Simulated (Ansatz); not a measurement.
Crystal: Si2Mo.

```xyz
9
Lattice="4.5855 0.0000 0.0000 -2.2927 3.9711 0.0000 0.0000 0.0000 6.5798" Properties=species:S:1:pos:R:3 pbc="T T T"
Mo    1.1464    1.9856    5.4831
Mo   -1.1464    1.9856    1.0966
Mo    2.2927    0.0000    3.2899
Si    0.0000    1.3015    3.2899
Si    1.1656    3.3204    1.0966
Si    3.4583    0.6508    5.4831
Si    2.2927    2.6696    3.2899
Si    1.1272    0.6508    1.0966
Si   -1.1656    3.3204    5.4831
```

Measurements of this composition are mostly on another form, of space group No. 139.

| Item | Value |
| --- | --- |
| Program | Ansatz 0.2.0 |
| Task | single point |
| Functional | PBEsol |
| Potentials or basis | Ansatz PAW |
| Cutoff | 420 eV (not typed: the program's choice for these potentials) |
| k mesh | 7 × 7 × 4 |
| Occupations | fermi-dirac, width 0.05 eV |
| Spin | no spin polarisation |

On this cell: pressure -1.5 GPa; largest force 0.041 eV/Å; band gap on the k mesh 0.26 eV, indirect (least direct gap 0.62 eV).

The same run follows on a disturbed copy (atoms moved at random, drawn with an rms of 0.05 Å):

```xyz
9
Lattice="4.5855 0.0000 0.0000 -2.2927 3.9711 0.0000 0.0000 0.0000 6.5798" Properties=species:S:1:pos:R:3 pbc="T T T"
Mo    1.1924    2.0200    5.4670
Mo   -1.1749    2.0334    1.1135
Mo    2.3242   -0.0443    3.2945
Si   -0.0182    1.2967    3.2271
Si    1.1988    3.3244    1.0427
Si    3.4354    0.6682    5.4878
Si    2.2639    2.6816    3.2631
Si    1.1511    0.6369    1.0736
Si   -1.1731    3.2986    5.4851
```

**Question.** What does the disturbed cell give?

**Answer.** The energy moves by +19.4 meV/atom; pressure -0.8 GPa; largest force 1.361 eV/Å; band gap on the k mesh 0.05 eV, indirect (least direct gap 0.53 eV).

Forces in eV/Å, atoms in the order of the input:
```
Mo  -0.878 -0.808  0.212
Mo   0.755 -0.945 -0.623
Mo  -0.665  0.897 -0.427
Si   0.312 -0.012  0.702
Si  -0.433  0.168  0.572
Si   0.328  0.069 -0.229
Si   0.312 -0.123  0.212
Si   0.028  0.365  0.085
Si   0.243  0.390 -0.505
```

Stress tensor (GPa, compression positive):
```
-0.66 -0.10  0.71
-0.10 -0.71 -0.20
 0.71 -0.20 -0.99
```

Caveats: odd divisions of the mesh miss points on the zone boundary, where band edges often lie, so the gap on the mesh can be too wide; the PAW data sets come from PBE, with cores solved anew for the run's functional, which leaves a small shift of forces and pressure.

A k mesh can miss the band edges.
